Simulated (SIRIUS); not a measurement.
Set up this calculation in SIRIUS 7.10.0, as an ASE script.

- Task: relaxation of cell and atoms
- Functional: revPBE
- Potentials or basis: PseudoDojo 0.4.1 PBE standard (scalar relativistic)
- Cutoff: 490 eV
- Density cutoff: 1959 eV
- k mesh: 6 × 6 × 5
- Occupations: fermi-dirac, width 0.05 eV
- Spin: no spin polarisation
- Libxc names: ["XC_GGA_X_PBE_R", "XC_GGA_C_PBE"]
- Energy tol: 1e-08 Ha
- Density tol: 1e-06
- Mixer: anderson
- Mixing beta: 0.7
- Max scf: 100
- Radial cutoff for the potentials' integrals: 6.5 bohr
- Optimizer: BFGS
- Fmax: 0.02 eV/Å
- Max steps: 30
- Target pressure: 0 GPa

The structure of Si lies in POSCAR:

```
Si
1.0
    3.9057500000      0.0000000000      0.0000000000
   -1.9528700000      3.3824800000      0.0000000000
    0.0000000000      0.0000000000      4.1166600000
Si
3
Direct
    0.0000000000      0.5000000000      0.3333300000
    0.5000000000      0.5000000000      0.6666700000
    0.5000000000      0.0000000000      0.0000000000
```

The cell was built by a generator and needn't be a form met in nature.

The input as run:

run.py

```python
import json, subprocess
import numpy as np
from ase import Atoms
from ase.io import read
from ase.calculators.calculator import Calculator, all_changes
from ase.units import Bohr, Hartree, GPa
from ase.optimize import BFGS
from ase.filters import FrechetCellFilter

class Sirius(Calculator):
    """Writes sirius.json, runs sirius.scf and reads out.json."""
    implemented_properties = ["energy", "free_energy", "forces", "stress", "magmom"]

    def __init__(self, config, files):
        super().__init__()
        self.config, self.files, self.calls = config, files, 0

    def calculate(self, atoms=None, properties=["energy"], system_changes=all_changes):
        super().calculate(atoms, properties, system_changes)
        symbols = atoms.get_chemical_symbols()
        types = list(dict.fromkeys(symbols))
        order = [i for t in types for i, s in enumerate(symbols) if s == t]
        frac = atoms.get_scaled_positions(wrap=False)
        m = atoms.get_initial_magnetic_moments()
        m = m if m.ndim == 2 else np.c_[0 * m, 0 * m, m]
        spin = self.config["parameters"]["num_mag_dims"] > 0
        rows = {t: [list(frac[i]) + (list(m[i]) if spin else []) for i in order if symbols[i] == t] for t in types}
        cell = {"lattice_vectors": (atoms.cell[:] / Bohr).tolist(), "atom_types": types, "atom_files": self.files, "atoms": rows}
        json.dump({**self.config, "unit_cell": cell}, open("sirius.json", "w"), indent=1)
        self.calls += 1
        with open(f"sirius_{self.calls:03d}.out", "w") as log:
            subprocess.run(["sirius.scf", "--input=sirius.json", "--output=out.json"], stdout=log, stderr=subprocess.STDOUT, check=True)
        gs = json.load(open("out.json"))["ground_state"]
        if not gs["converged"]:
            raise RuntimeError("SCF did not converge")
        self.results = {"energy": gs["energy"]["free"] * Hartree, "free_energy": gs["energy"]["free"] * Hartree}
        if "forces" in gs:
            f = np.zeros((len(atoms), 3))
            f[order] = np.array(gs["forces"]) * Hartree / Bohr
            self.results["forces"] = f
        if "stress" in gs:
            s = np.array(gs["stress"]) * Hartree / Bohr**3
            self.results["stress"] = s.flat[[0, 4, 8, 5, 2, 1]]
        if spin:
            self.results["magmom"] = gs["magnetisation"]["total"][2]

atoms = read("POSCAR")

config = {
    "control": {
        "processing_unit": 'cpu',
        "verbosity": 1,
        "print_forces": True,
        "print_stress": True,
    },
    "parameters": {
        "electronic_structure_method": 'pseudopotential',
        "xc_functionals": ['XC_GGA_X_PBE_R', 'XC_GGA_C_PBE'],
        "gk_cutoff": 6.0,
        "pw_cutoff": 12.0,
        "ngridk": [6, 6, 5],
        "shiftk": [0, 0, 0],
        "smearing": 'fermi_dirac',
        "smearing_width": 0.0018374661,
        "num_bands": 13,
        "num_mag_dims": 0,
        "num_dft_iter": 100,
        "energy_tol": 1e-08,
        "density_tol": 1e-06,
    },
    "iterative_solver": {
        "type": 'davidson',
        "min_tolerance": 1e-09,
        "tolerance_scale": [0.1, 0.25],
    },
    "mixer": {
        "type": 'anderson',
        "beta": 0.7,
        "max_history": 8,
    },
    "settings": {
        "tol_ne": 1e-10,
        "pseudo_grid_cutoff": 6.5,
    },
}
dft = Sirius(config, {'Si': 'Si.json'})
atoms.calc = dft
results = {"symbols": atoms.get_chemical_symbols(), "cell": atoms.cell[:].tolist(), "frac": atoms.get_scaled_positions(wrap=False).tolist(), "steps": []}

def note():
    results["steps"].append({"energy": atoms.get_potential_energy(), "cell": atoms.cell[:].tolist(), "positions": atoms.positions.tolist(),
                             "forces": atoms.get_forces().tolist(), "stress": atoms.get_stress().tolist()})
    json.dump(results, open("results.json", "w"))

opt = BFGS(FrechetCellFilter(atoms, scalar_pressure=0.0 * GPa))
opt.attach(note)
results["converged"] = bool(opt.run(fmax=0.02, steps=30))
print("converged:", results["converged"])
print("cell parameters:", atoms.cell.cellpar().round(5))
print("volume per atom (A^3):", round(atoms.get_volume() / len(atoms), 4))
print(atoms.get_scaled_positions().round(6))
json.dump(results, open("results.json", "w"))
```

Potentials or basis: PseudoDojo 0.4.1 PBE standard (scalar relativistic).

Command:

```console
$ upf_to_json Si.upf
$ OMP_NUM_THREADS=1 python run.py
```

It gave:

- Relaxed volume: 18.18 Å³/atom
- Relaxed cell: a = 3.910 Å, b = 3.910 Å, c = 4.119 Å, α = 90.00°, β = 90.00°, γ = 120.00°
- Space group after relaxing (to 0.05 Å): P6_422 (No. 181)
- Energy gained by relaxing: 0.1 meV/atom
- Ionic steps: 3
- Pressure after relaxing: 0.0 GPa
- Band gap on the k mesh: 0.34 eV

Caveat: the potentials were made for another functional, which shifts forces and pressure; an odd mesh through Γ misses points on the zone boundary, where band edges often lie.

Wall time 50 s on 1 thread of Arm Neoverse V2 (shared host), peak memory 0.27 GiB.
